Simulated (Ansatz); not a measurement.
Ansatz input file:

```yaml
crystal:
  lattice:
    - [3.310432478, 0.0, 0.0]
    - [-1.655216239, 5.6427178935, 0.0]
    - [0.0, 0.0, 19.8868311752]
  atoms:
    - { symbol: P, position: [0.9059292215, 0.8118584429, 0.1759958622] }
    - { symbol: P, position: [0.4059292215, 0.8118584429, 0.251040463] }
    - { symbol: P, position: [0.5940707785, 0.1881415571, 0.2905885972] }
    - { symbol: P, position: [0.0940707785, 0.1881415571, 0.3656331979] }
    - { symbol: P, position: [0.9059292215, 0.8118584429, 0.4051813322] }
    - { symbol: P, position: [0.4059292215, 0.8118584429, 0.4802259329] }
    - { symbol: P, position: [0.5940707785, 0.1881415571, 0.5197740671] }
    - { symbol: P, position: [0.0940707785, 0.1881415571, 0.5948186678] }
    - { symbol: P, position: [0.9059292215, 0.8118584429, 0.6343668021] }
    - { symbol: P, position: [0.4059292215, 0.8118584429, 0.7094114028] }
    - { symbol: P, position: [0.5940707785, 0.1881415571, 0.748959537] }
    - { symbol: P, position: [0.0940707785, 0.1881415571, 0.8240041378] }
basis:
  ecutwfc: 420
kpoints:
  mp_grid: { grid: [11, 6, 1] }
hamiltonian:
  xc: pbe
scf:
  occupations: { method: gaussian, width: 0.05 }
output:
  forces: true
  stress: true
  eigenvalues: true
efield:
  axis: 3
  dipole_correction: true
  ramp_width: 0.04
```

Command:
```bash
ansatz run input.yaml --threads 1 --pin off --max-ram 2560MiB --backend cpu --events-out ev --progress --plain --runs-dir out
```

Method: DFT PBE, scalar-relativistic, plane waves, PAW in Ansatz.

Part of what the program printed, abridged:

```
Warning: crystal.symmetry: narrowed to the stabiliser of the k-point mesh — unitary ops 2 → 1; excluded 1 operation that carries a point of the 11×6×1 mesh (shift [0, 0, 0]) off the mesh (the run samples exactly the mesh kpoints.mp_grid names, as under crystal.symmetry.detect: false, and its converged state has the mesh's symmetry, not the crystal's; ε∞, the Born charges and the force constants of a linear response (`dielectric:` by the response, `phonons.method: dfpt`) are averaged over those of the crystal's operations that the state keeps within a tolerance, where `mesh_tensors`, `unaveraged_element` or `gamma_mean_max_change_ev_ang2` stands beside them; a row that `dielectric.field_direc ...
Pseudopotentials: kind: paw
Pseudopotential: P, paw, valence charge 5, recommended cutoff 420 eV (normal)
Functional definition: PBE
Crystal: 12 atoms, lattice volume = 371.483 Å³
Basis set: ecut = 420 eV, 7305 PW (Γ), exchange–correlation on 48×80×270 points (8 copies of the dense FFT grid, shifted against one another)
Bands: 42, of which v1, the nominal top of the filled ones, is band 30 counted from 1 (29 counted from 0)
Symmetry: 1 space group operations
k-points: 34 of 66 (time reversal used)
Initial density: superposition of atomic densities (neutral atoms: chi_scale 0, normalization atom), corrected by the library's trained network
Initial wavefunctions: pseudopotential atomic-orbital guess
Functional: x = pbe(κ = 0.804, μ = 0.21951497), c = pbe(β = 0.06672455)
SCF iter   1: F=—  HF=-9066.375304 eV  |F-HF|=—  |Δ(HF+E_count)|=         —  Δρ=3.22e-3  dr2=7.38e-2  ethr=1.77e-3  p=0.000 e·Å  D=2.19e-14 V/Å  ΔV_dip= 0.00 eV  dr2_dipole=3.24e-8  V_vac-E_F(+/−)=5.46/5.48 eV  ⟨swp⟩=8.3  Hψ=8482  notcnv=0  defer=78
efield: sawtooth ramp at fractional position 0.9800 (placed from the atoms, in the widest stretch of the axis that holds none; the zero of the levels goes with the place), width 0.0400; the density the first Hamiltonian is built on has a dipole p = 0.000 e·Å; the dipole correction subtracts the counter field D = 2.19e-14 V/Å, which shifts the + side's vacuum level by  0.00 eV against the − side's; the planar-averaged density in the ramp window peaks in size at 2.2e-3 e/Å³
SCF iter   2: F=—  HF=-9066.363690 eV  |F-HF|=—  |Δ(HF+E_count)|=   1.16e-2  Δρ=1.47e-3  dr2=1.38e-2  ethr=1.23e-4  p= 0.000 e·Å  D=-2.47e-6 V/Å  ΔV_dip=0.00 eV  dr2_dipole=1.41e-11  V_vac-E_F(+/−)=5.30/5.31 eV  ⟨swp⟩=3.1  Hψ=3014  notcnv=0  defer=154
SCF iter   3: F=—  HF=-9066.361303 eV  |F-HF|=—  |Δ(HF+E_count)|=   2.39e-3  Δρ=4.79e-4  dr2=2.99e-3  ethr=2.30e-5  p=0.000 e·Å  D=2.67e-7 V/Å  ΔV_dip= 0.00 eV  dr2_dipole=3.40e-9  V_vac-E_F(+/−)=5.31/5.32 eV  ⟨swp⟩=2.2  Hψ=2307  notcnv=0  defer=154
SCF iter   4: F=—  HF=-9066.360994 eV  |F-HF|=—  |Δ(HF+E_count)|=   3.08e-4  Δρ=2.17e-4  dr2=4.14e-4  ethr=4.99e-6  p=0.000 e·Å  D=3.40e-7 V/Å  ΔV_dip= 0.00 eV  dr2_dipole=3.93e-9  V_vac-E_F(+/−)=5.29/5.30 eV  ⟨swp⟩=2.3  Hψ=2124  notcnv=0  defer=154
SCF iter   5: F=—  HF=-9066.360939 eV  |F-HF|=—  |Δ(HF+E_count)|=   5.50e-5  Δρ=1.22e-4  dr2=1.14e-4  ethr=6.90e-7  p=0.000 e·Å  D=5.15e-7 V/Å  ΔV_dip= 0.00 eV  dr2_dipole=1.05e-11  V_vac-E_F(+/−)=5.28/5.29 eV  ⟨swp⟩=2.0  Hψ=1985  notcnv=0  defer=154
SCF iter   6: F=—  HF=-9066.360928 eV  |F-HF|=—  |Δ(HF+E_count)|=   1.16e-5  Δρ=6.72e-5  dr2=4.51e-5  ethr=1.91e-7  p= 0.000 e·Å  D=-8.68e-8 V/Å  ΔV_dip=0.00 eV  dr2_dipole=1.95e-10  V_vac-E_F(+/−)=5.27/5.28 eV  ⟨swp⟩=2.8  Hψ=2218  notcnv=0  defer=154
SCF iter   7: F=—  HF=-9066.360963 eV  |F-HF|=—  |Δ(HF+E_count)|=   3.52e-5  Δρ=3.87e-5  dr2=1.57e-5  ethr=7.51e-8  p=0.000 e·Å  D=3.85e-7 V/Å  ΔV_dip= 0.00 eV  dr2_dipole=6.02e-10  V_vac-E_F(+/−)=5.27/5.28 eV  ⟨swp⟩=2.3  Hψ=1899  notcnv=0  defer=154
SCF iter   8: F=—  HF=-9066.360961 eV  |F-HF|=—  |Δ(HF+E_count)|=   1.97e-6  Δρ=1.77e-5  dr2=7.51e-6  ethr=2.62e-8  p= 0.000 e·Å  D=-2.07e-7 V/Å  ΔV_dip=0.00 eV  dr2_dipole=2.67e-10  V_vac-E_F(+/−)=5.27/5.28 eV  ⟨swp⟩=2.1  Hψ=1872  notcnv=0  defer=154
SCF iter   9: F=—  HF=-9066.360960 eV  |F-HF|=—  |Δ(HF+E_count)|=   6.95e-7  Δρ=8.28e-6  dr2=1.61e-6  ethr=1.25e-8  p=0.000 e·Å  D=6.61e-8 V/Å  ΔV_dip= 0.00 eV  dr2_dipole=2.08e-14  V_vac-E_F(+/−)=5.27/5.28 eV  ⟨swp⟩=2.4  Hψ=1805  notcnv=0  defer=154
SCF iter  10: F=—  HF=-9066.360960 eV  |F-HF|=—  |Δ(HF+E_count)|=   4.86e-8  Δρ=4.51e-6  dr2=4.35e-7  ethr=2.68e-9  p= 0.000 e·Å  D=-1.03e-7 V/Å  ΔV_dip=0.00 eV  dr2_dipole=6.88e-11  V_vac-E_F(+/−)=5.27/5.28 eV  ⟨swp⟩=1.5  Hψ=1511  notcnv=0  defer=154
SCF iter  11: F=-9066.360960 eV  HF=-9066.360960 eV  |F-HF|=6.49e-8  |Δ(HF+E_count)|=   1.12e-8  Δρ=2.35e-6  dr2=7.99e-8  ethr=1.67e-10  p=0.000 e·Å  D=8.00e-8 V/Å  ΔV_dip= 0.00 eV  dr2_dipole=5.45e-11  V_vac-E_F(+/−)=5.27/5.28 eV  ⟨swp⟩=12.9  Hψ=8393  notcnv=0
WARN: efield: at this solve's end the planar-averaged density reaches 1.96e-3 e/Å³ inside the ramp window [0.9297, 0.0703] (bound 1e-5 e/Å³); the window's nearer edge stands 2.10 Å from this solve's nearest atom along the axis. Its work functions, free energy, forces, stress, dipole, levels and responses can be off, and this figure does not tell by how much. The cell may have no vacuum along `efield.axis`. A short vacuum, a low `basis.ecutwfc` or `basis.ecutrho_ratio` and negative occupations (`scf.occupations.method`) can put density there. See the manual's quickstart, § The vacuum guard
SCF 1 converged in 11 iterations: F = -9066.360960 eV  dr2 = 7.99e-8
SCF converged after 11 iterations
Free energy (F): -9066.360960 eV
Harris-Foulkes:  -9066.360960 eV  (|F-HF|=6.49e-8)
Internal energy: -9066.349068 eV  (E = F + TS)
E sigma→0 (E₀):  -9066.355014 eV
Entropy (-TS):   -0.011892 eV (-0.991 meV/atom)
Fermi energy:    2.368193 eV
Dipole field:    D = 0.000007 V/Å  (p = 0.000015 e·Å, saw-weighted, corrected)
Work function:   Φ+ = 5.2738 eV (in doubt: plateau slope 1.9e-1 eV/Å)   Φ− = 5.2826 eV (in doubt: plateau slope 1.3e-1 eV/Å)
Levels:          The Fermi level and band energies are counted from a zero that moves with the ramp; work functions are not
Vacuum region:   at the solve's end the planar-averaged density reaches 1.96e-3 e/Å³ inside the ramp window [0.9297, 0.0703] (bound 1e-5 e/Å³)
--- Per-component energies (eV) ---
  E_band       = -220.602133
  E_kinetic    = 828.549244
  E_local      = -6571.562708  (includes V_loc(G=0)·N_el)
  E_nonlocal   = 405.910764
  E_hartree    = 2961.763899
  E_xc         = -728.827796
  E_vxc        = -716.914997  (∫ρ·V_xc dr)
  E_paw        = -6831.643362  (= ΣΔE_a)
  E_vpaw       = -90.128536  (= ΣTr[D̂ρ^β])
  E_aug_tail   = 0.000038  (compensation charges beyond the density's cutoff)
  E_efield     = 0.000000  (sawtooth field / dipole correction)
  E_vefield    = 0.000000  (∫n·V_field dr)
  E_ewald      = 869.460853
  E_smearing   = -0.011892  (= −TS)
--- Forces (eV/Å), atoms counted from 1 ---
  atom   1  P      0.00003748    -0.03364225     1.31603021
  atom   2  P     -0.00007256    -0.10414383    -1.33518404
  atom   3  P      0.00007265     0.05785670     0.15470187
  atom   4  P     -0.00001992     0.00533042    -0.03443169
  atom   5  P     -0.00007438     0.23109437    -0.03976120
  atom   6  P      0.00001673    -0.18154355    -0.00078088
  atom   7  P     -0.00001682     0.18154038     0.00077201
  atom   8  P      0.00007441    -0.23106542     0.03974212
  atom   9  P      0.00001991    -0.00535829     0.03445208
  atom  10  P     -0.00007268    -0.05785846    -0.15470622
  atom  11  P      0.00007256     0.10414243     1.33519014
  atom  12  P     -0.00003748     0.03364526    -1.31602876
--- Stress (GPa, compression-positive) ---
       -1.443997      -0.000294       0.000003
       -0.000294       0.088037       0.097643
        0.000003       0.097643      -2.023802
  P = ⅓ Tr σ = -1.1266 GPa (-11.266 kbar)
--- Band table (eV; the first three rows and the last of 34) ---
  k-point 0: bands = ["-12.7054", "-12.2004", "-11.5930", "-10.9330", "-10.2673", "-10.1022", "-6.8743", "-6.4846", "-5.9221", "-5.1964", "-4.3619", "-2.9940", "-2.9688", "-2.2469", "-1.5889", "-1.5789", "-1.0589", "-0.6583", "-0.5758", "-0.4259", "-0.2427", "0.0933", "0.3569", "0.5607", "0.5725", "0.6477", "0.7046", "1.3721", "1.5559", "2.2395", "2.6570", "3.9492", "4.1647", "4.2025", "4.2732", "4.5850", "4.8582", "4.9266", "5.4008", "5.5636", "5.7151", "5.9828"]
  k-point 1: bands = ["-12.6825", "-12.1801", "-11.5798", "-10.9362", "-10.2894", "-10.1491", "-6.8960", "-6.5425", "-5.9875", "-5.2692", "-4.3934", "-3.0444", "-2.9045", "-2.1023", "-1.6376", "-1.3401", "-1.0767", "-0.6722", "-0.4593", "-0.3232", "-0.2486", "0.1038", "0.4660", "0.5737", "0.5903", "0.6461", "0.8697", "1.4159", "1.5675", "2.3129", "2.7184", "3.9071", "4.1374", "4.1955", "4.2997", "4.4835", "4.8598", "4.9453", "5.4040", "5.4518", "5.5831", "6.0028"]
  k-point 2: bands = ["-12.6340", "-12.1377", "-11.5527", "-10.9456", "-10.3359", "-10.2417", "-6.9382", "-6.6497", "-6.1027", "-5.3992", "-4.4711", "-3.1959", "-2.6626", "-1.9566", "-1.5712", "-1.1104", "-0.9550", "-0.6987", "-0.4560", "-0.2604", "0.1222", "0.1559", "0.5478", "0.5989", "0.6265", "0.8718", "1.2355", "1.5698", "1.6738", "2.4089", "2.8634", "3.8184", "3.8224", "4.1963", "4.2830", "4.3805", "4.6687", "4.9343", "5.0272", "5.4093", "5.6044", "5.6230"]
  k-point 33: bands = ["-10.3890", "-10.0033", "-9.6500", "-9.4142", "-9.3787", "-7.7325", "-7.6373", "-7.6253", "-7.4871", "-7.1494", "-6.7400", "-6.7117", "-3.0219", "-2.8912", "-2.7337", "-2.5543", "-2.4774", "-2.0499", "-1.9493", "-1.4221", "-1.2304", "-0.6375", "-0.5185", "-0.1709", "0.0264", "0.3541", "0.7334", "0.9334", "1.0642", "2.1105", "2.1998", "3.5932", "3.8277", "4.1170", "4.3266", "4.6369", "4.8613", "4.9742", "5.2582", "5.4457", "5.6707", "5.7758"]
```

Self-consistency was reached.

Time: 51 s on 1 thread of Intel(R) Xeon(R) Platinum 8259CL CPU @ 2.50GHz (Skylake/Cascade Lake), on a shared host, peak memory 0.73 GiB.